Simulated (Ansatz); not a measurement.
Reaction (ligand exchange at the Si–S bond): `BCS[SiH2]C` + acetic acid → `C[SiH2]OC(C)=O` + `BCS`

Program: Ansatz. Geometries: PBE0-D4/def2-TZVP. ΔE: electronic, gas phase. CBS: MP2 limit from def2 TZ/QZ plus the TZ coupled-cluster correction, frozen cores. Functionals use def2-TZVPP. B3LYP here is the variant with VWN-RPA as its local correlation; programs differ in this. Each species was taken in one conformer, which may not be the lowest.

```csv
level,ΔE (kJ/mol),difference from CCSD(T)/CBS
PBE-D4,-11.3,14.1
r2SCAN-D4,-21.4,4.0
PBE0-D4,-14.5,10.9
B3LYP-D4,-25.7,-0.3
ωB97X-V,-25.7,-0.3
ωB97M-V,-26.0,-0.6
B2PLYP,-28.6,-3.2
PBE,-13.2,12.2
r2SCAN,-21.9,3.5
PBE0,-16.3,9.1
B3LYP,-29.0,-3.6
HF/def2-TZVPP,-39.7,-14.3
MP2/def2-TZVPP,-24.1,1.3
SCS-MP2/def2-TZVPP,-29.5,-4.1
CCSD/def2-TZVPP,-30.6,-5.2
CCSD(T)/def2-TZVPP,-28.1,-2.7
HF/def2-QZVPP,-41.4,-16.0
MP2/def2-QZVPP,-23.1,2.3
SCS-MP2/def2-QZVPP,-28.3,-2.9
HF/CBS(def2),-41.6,-16.2
MP2/CBS(def2),-21.4,4.0
CCSD/CBS(def2),-28.0,-2.6
CCSD(T)/CBS,-25.4,0
```

Largest T1 diagnostic among the species: 0.015.

The D4 term adds +3.3 kJ/mol with B3LYP and +1.9 kJ/mol with PBE0; it sums over pairs of atoms, weighted by their polarisabilities, and B3LYP, whose exchange is more repulsive, gets the larger term. In def2-TZVPP, CCSD(T) changes the Hartree–Fock value by +11.6 kJ/mol (the triples alone add +2.6 kJ/mol) and MP2 by +15.6 kJ/mol.

CCSD(T)/CBS has its own doubt, a few kJ/mol and more with outer-core shells, so smaller differences from it don't rank the levels.
